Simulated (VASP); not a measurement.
# ZrS (Fm-3m) in VASP: notebook, part 2 of 2

VASP 6.6.1. Earlier steps stand in the parts before.

**3. Relaxation of cell and atoms, PBEsol**

INCAR reads:

```
PREC = Accurate
ENCUT = 600
EDIFF = 1E-6
ISMEAR = 0
SIGMA = 0.1
LREAL = F
LASPH = T
NELM = 100
ALGO = Fast
ISIF = 3
LWAVE = F
LCHARG = F
GGA = PS
IBRION = 2
NSW = 70
EDIFFG = -0.005
```

KPOINTS reads:

```
Automatic mesh
0
Gamma
  14 14 14
```

POSCAR reads:

```
ZrS
1.0
    0.0000000000      2.6142601011      2.6142601011
    2.6142601011      0.0000000000      2.6142601011
    2.6142601011      2.6142601011      0.0000000000
Zr S
1 1
Direct
    0.0000000000      0.0000000000      0.0000000000
    0.5000000000      0.5000000000      0.5000000000
```

Potentials or basis: VASP PAW PBE potentials, release 64 (Zr_sv, S).

Command:

```sh
$ cat potpaw_PBE.64/Zr_sv/POTCAR potpaw_PBE.64/S/POTCAR > POTCAR
$ mpirun -np 1 vasp_std > vasp.out
```

OUTCAR:

```text
PREC = Accurate
   ENCUT = 600
   EDIFF = 1E-6
   ISMEAR = 0
   LREAL = F
   LASPH = T
   NELM = 100
   ISIF = 3
   GGA = PS
   IBRION = 2
   NSW = 70
   EDIFFG = -0.005

 ion  position               nearest neighbor table
   1  0.000  0.000  0.000-   2 2.61   2 2.61   2 2.61   2 2.61   2 2.61   2 2.61
   2  0.500  0.500  0.500-   1 2.61   1 2.61   1 2.61   1 2.61   1 2.61   1 2.61

  LATTYP: Found a face centered cubic cell.
 ALAT       =     5.2285202022

  Lattice vectors:

 A1 = (   0.0000000000,   2.6142601011,   2.6142601011)
 A2 = (   2.6142601011,   0.0000000000,   2.6142601011)
 A3 = (   2.6142601011,   2.6142601011,   0.0000000000)

Analysis of symmetry for initial positions (statically):
=====================================================================
 Subroutine PRICEL returns:
 Original cell was already a primitive cell.

 Routine SETGRP: Setting up the symmetry group for a
 face centered cubic supercell.

 Subroutine GETGRP returns: Found 48 space group operations
 (whereof 48 operations were pure point group operations)
 out of a pool of 48 trial point group operations.

The static configuration has the point symmetry O_h .

Analysis of symmetry for dynamics (positions and initial velocities):
=====================================================================
 Subroutine PRICEL returns:
 Original cell was already a primitive cell.

 Routine SETGRP: Setting up the symmetry group for a
 face centered cubic supercell.

 Subroutine GETGRP returns: Found 48 space group operations
 (whereof 48 operations were pure point group operations)
 out of a pool of 48 trial point group operations.

The dynamic configuration has the point symmetry O_h .

 Subroutine INISYM returns: Found 48 space group operations
 (whereof 48 operations are pure point group operations),
 and found     1 'primitive' translations

[... 131 lines left out ...]
 maximum number of plane-waves:      1243
 NGX is ok and might be reduce to    30
   NGX = 15   NGY = 15   NGZ = 15

--------------------------------------- Ionic step        1  -------------------------------------------

 number of electron      17.9999999 magnetization

 Free energy of the ion-electron system (eV)
  ---------------------------------------------------
  ext. energy  EPLUGINS =         0.00000000
  ---------------------------------------------------
  free energy    TOTEN  =       -16.49506793 eV

  energy without entropy =      -16.48751128  energy(sigma->0) =      -16.49128960

------------------------ aborting loop because EDIFF is reached ----------------------------------------

  FORCE on cell =-STRESS in cart. coord.  units (eV):
  Direction    XX          YY          ZZ          XY          YZ          ZX
  --------------------------------------------------------------------------------------
  -------------------------------------------------------------------------------------
  Total       -1.0425339     -1.0425339     -1.0425339      0.0000000     -0.0000000      0.0000000
  in kB      -46.7438382    -46.7438382    -46.7438382      0.0000000     -0.0000000      0.0000000
  external PRESSURE =     -46.7438382 kB  Pullay stress =       0.0000000 kB
[... 59 lines left out ...]
--------------------------------------- Ionic step        3  -------------------------------------------

 number of electron      18.0000000 magnetization

 Free energy of the ion-electron system (eV)
  ---------------------------------------------------
  ext. energy  EPLUGINS =         0.00000000
  ---------------------------------------------------
  free energy    TOTEN  =       -16.51328905 eV

  energy without entropy =      -16.50603676  energy(sigma->0) =      -16.50966290

 E-fermi :  11.1915     XC(G=0): -11.6840

 val. band max:       11.1849758193   @ k =  -0.2857   0.0714   0.0000
 cond. band min:      11.2081421138   @ k =   0.2857   0.0000   0.0000
 fundamental gap:      0.0231662945
 Fermi energy:        11.1914618813

 k-point     1 :       0.0000    0.0000    0.0000
  band No.  band energies     occupation
      1     -38.5979      2.00000
      2     -16.5973      2.00000
      3     -16.5973      2.00000
      4     -16.5973      2.00000
      5      -4.8459      2.00000
      6       7.6643      2.00000
      7       7.6643      2.00000
      8       7.6643      2.00000
      9       9.7191      2.00000
     10       9.7191      2.00000
     11       9.7191      2.00000
     12      10.4445      2.00000
     13      10.4445      2.00000
[... 354 lines left out ...]
  band No.  band energies     occupation
      1     -38.5782      2.00000
      2     -16.8053      2.00000
      3     -16.6442      2.00000
      4     -16.6372      2.00000
      5      -4.0413      2.00000
      6       4.5466      2.00000
      7       6.1010      2.00000
      8       6.3704      2.00000
      9       9.4070      2.00000
     10      11.4101      0.00199
     11      11.8713      0.00000
     12      12.5472      0.00000
     13      13.6175      0.00000

 [... further k-points ...]
[... 5 lines left out ...]
  --------------------------------------------------------------------------------------
  -------------------------------------------------------------------------------------
  Total        0.0018306      0.0018306      0.0018306     -0.0000000     -0.0000000     -0.0000000
  in kB        0.0849144      0.0849144      0.0849144     -0.0000000     -0.0000000     -0.0000000
  external PRESSURE =       0.0849144 kB  Pullay stress =       0.0000000 kB
[... 17 lines left out ...]
  FREE ENERGIE OF THE ION-ELECTRON SYSTEM (eV)
  ---------------------------------------------------
  free  energy   TOTEN  =       -16.5132890455 eV

  energy  without entropy=      -16.5060367560  energy(sigma->0) =      -16.50966290

 reached required accuracy - stopping structural energy minimisation
```

OSZICAR:

```text
N       E                     dE             d eps       ncg     rms          rms(c)
DAV:   1     0.145734505306E+03    0.14573E+03   -0.10649E+04  2704   0.152E+03
DAV:   2    -0.949174697068E+01   -0.15523E+03   -0.14982E+03  3177   0.347E+02
[... 53 lines left out ...]
RMM:  11    -0.165133381865E+02   -0.98477E-05   -0.55041E-05  3310   0.380E-02    0.105E-01
RMM:  12    -0.165132854773E+02    0.52709E-04   -0.21048E-04  3957   0.141E-01    0.283E-02
RMM:  13    -0.165132896413E+02   -0.41639E-05   -0.46466E-05  3604   0.409E-02    0.384E-02
RMM:  14    -0.165132906823E+02   -0.10410E-05   -0.12021E-05  2864   0.200E-02    0.371E-02
RMM:  15    -0.165132889694E+02    0.17129E-05   -0.75393E-06  2863   0.278E-02    0.149E-02
RMM:  16    -0.165132890455E+02   -0.76118E-07   -0.29976E-06  2198   0.135E-02
   3 F= -.16513289E+02 E0= -.16509663E+02  d E =-.182211E-01
```

Run time: 3.2 min. Hardware: 1 thread of AMD EPYC 7R13 (Zen 3), shared host; peak memory 0.19 GiB.

Results:

```
Free energy                            : -16.5133 eV
Relaxed volume                         : 17.27 Å³/atom
Relaxed cell                           : a = 3.655 Å, b = 3.655 Å, c = 3.655 Å, α = 60.00°, β = 60.00°, γ = 60.00°
Space group after relaxing (to 0.05 Å) : Fm-3m (No. 225)
Energy gained by relaxing              : 9.1 meV/atom
Ionic steps                            : 3
Pressure after relaxing                : 0.0 GPa
```

Step by step:
| step | energy change (eV) | largest force (eV/Å) | pressure (GPa) | volume (Å³) |
| --- | --- | --- | --- | --- |
| 1 | 0.0000 | 0.0000 | -4.67 | 35.73 |
| 2 | 0.0110 | 0.0000 | 6.82 | 33.10 |
| 3 | -0.0182 | 0.0000 | 0.01 | 34.54 |

Final structure:
```yaml
crystal:
  lattice:
    - [0.00000, 2.58483, 2.58483]
    - [2.58483, 0.00000, 2.58483]
    - [2.58483, 2.58483, 0.00000]
  atoms:
    - { symbol: Zr, position: [0.00000, 0.00000, 0.00000] }
    - { symbol: S, position: [0.50000, 0.50000, 0.50000] }
```

Levels at points of the mesh, in eV from the Fermi level:
```tsv
k point	band 5	band 6	band 7	band 8	band 9	band 10	band 11	band 12	band 13
(0.00, 0.00, 0.00)	-16.04	-3.53	-3.53	-3.53	-1.47	-1.47	-1.47	-0.75	-0.75
(0.50, 0.00, 0.00)	-14.30	-8.27	-6.15	-6.15	1.57	1.57	1.91	1.93	5.92
(0.50, 0.50, 0.00)	-15.15	-6.34	-4.49	-4.49	-3.69	0.52	2.54	2.54	3.07
```

Caveat: the bands computed are all filled at some k points, so no gap is given; the PAW data sets were made with another functional, which shifts forces and pressure a little.
